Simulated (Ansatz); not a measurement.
System: Ge (fcc type), 1 atom in the cell.

Level of theory: PBE with spin–orbit coupling, plane waves, PAW datasets (earlier set, tuned by hand) (Ansatz 0.2.0 development build).

Cutoff 820 eV; k-mesh 4×4×4 Γ-centred; Fermi–Dirac smearing of 0.15 eV.

```yaml
crystal:
  lattice:
    - [0.00000, 2.14000, 2.14000]
    - [2.14000, 0.00000, 2.14000]
    - [2.14000, 2.14000, 0.00000]
  atoms:
    - { symbol: Ge, position: [0.00000, 0.00000, 0.00000] }
```
Lattice in Å, positions in fractions of it.

Problem. Is the cell under compression or tension, and by how much?

Solution. The pressure is 0.15 GPa, so at these settings the cell is compressed and would expand.

Problem. Metal or insulator on this mesh?

Solution. No gap opens on the mesh: metallic.

The stress includes the program's correction for the finite plane-wave basis.

The k-mesh is coarse, so these values belong to this mesh and can lie far from the converged ones. This cubic structure is a model: it isn't the usual form of the substance at ambient conditions, and such phases are metastable or hypothetical.
